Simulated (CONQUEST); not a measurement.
The system is HgSe.

```
Hg Se
1.0
     4.29780    0.00000    0.00000
     0.00000    4.29780    0.00000
     0.00000    0.00000    6.07800
Hg Se
2 2
Direct
  0.00000 0.00000 0.00000
  0.50000 0.50000 0.50000
  0.00000 0.50000 0.25000
  0.50000 0.00000 0.75000
```

Base run:

* Program: CONQUEST 1.3
* Functional: PBE
* Potentials or basis: PseudoDojo NC PBE, DZP, grid cutoff 120 Ha
* k mesh: 6 × 6 × 5
* Occupations: fermi-dirac, width 0.05 eV
* Spin: no spin polarisation

Its results: band gap on the k mesh none (metal or under the smearing width); pressure 5.9 GPa.

Problem. The run is repeated on the same cell with these changes: potentials or basis from PseudoDojo NC PBE, DZP, grid cutoff 120 Ha to PseudoDojo NC PBE, DZ, grid cutoff 120 Ha. What comes out?

Solution. Band gap on the k mesh none (metal or under the smearing width); pressure 7.8 GPa.

Caveats: the box holds several primitive cells, so bands are folded and the points are those of the box's own zone; the basis of atomic orbitals isn't converged, which shifts pressures, moduli and gaps; the atomic basis is small (some runs).
